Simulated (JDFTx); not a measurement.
Runs of JDFTx 1.7.0 (patched build) on SiC (Moissanite). Symmetry: P6_3mc, No. 186, hexagonal system. The conventional cell has a = 3.076 Å, b = 3.076 Å, c = 5.048 Å, α = 90.00°, β = 90.00°, γ = 120.00°. Si (site symmetry 3m) has 4 C at 1.87 to 1.94 Å as nearest neighbours. C (site symmetry 3m) has 4 Si at 1.87 to 1.94 Å as nearest neighbours. 

```csv
task,level,potentials or basis,cell,smearing,local potential set to -Z/r beyond,max SCF steps,SCF threshold on the energy,solver of the electrons,further solve for the empty bands,gap on the mesh (eV),pressure (GPa),largest force (eV/Å)
single point,RPBE,PseudoDojo-SR-PBE-0.5-standard with smoothed tails,as given,fermi-dirac 0.05 eV,6 bohr,100,1e-09 Ha,scf,yes,2.57,(a),0.76
single point,LDA,PseudoDojo-SR-LDA-0.4.1-standard with smoothed tails,as given,fermi-dirac 0.05 eV,6 bohr,100,1e-09 Ha,scf,yes,2.38,-4.5,0.73
single point,revPBE,PseudoDojo-SR-PBE-0.5-standard with smoothed tails,as given,fermi-dirac 0.05 eV,6 bohr,100,1e-09 Ha,scf,yes,(c),(b),0.76
single point,PBEsol,PseudoDojo-SR-PBEsol-0.4.1-standard with smoothed tails,as given,fermi-dirac 0.05 eV,6 bohr,100,1e-09 Ha,scf,yes,2.33,0.3,0.76
single point,BLYP,PseudoDojo-SR-PBE-0.5-standard with smoothed tails,as given,gaussian 0.05 eV,6 bohr,100,1e-09 Ha,scf,yes,2.82,10.2,0.77
single point,LDA,PseudoDojo-SR-LDA-0.4.1-standard with smoothed tails,as given,gaussian 0.05 eV,6 bohr,100,1e-09 Ha,scf,yes,2.38,-4.5,0.73
relaxation of cell and atoms,RPBE,PseudoDojo-SR-PBE-0.5-standard,relaxed,fermi-dirac 0.05 eV,-,100,1e-09 Ha,scf,no,2.55,0.0,-
```

Alike in all rows: no spin polarisation; k mesh 10 × 10 × 5; cutoff (eV) 1116.

Question: Fill in the values left out.

Answer: (a) 4.6; (b) 4.3; (c) 2.54.

Caveats: an odd mesh through Γ misses points on the zone boundary, where band edges often lie; the empty levels aren't tightly converged (some runs); the potentials were made for another functional, which shifts forces and pressure (some runs).

Runs at the PBE level aren't shown here.
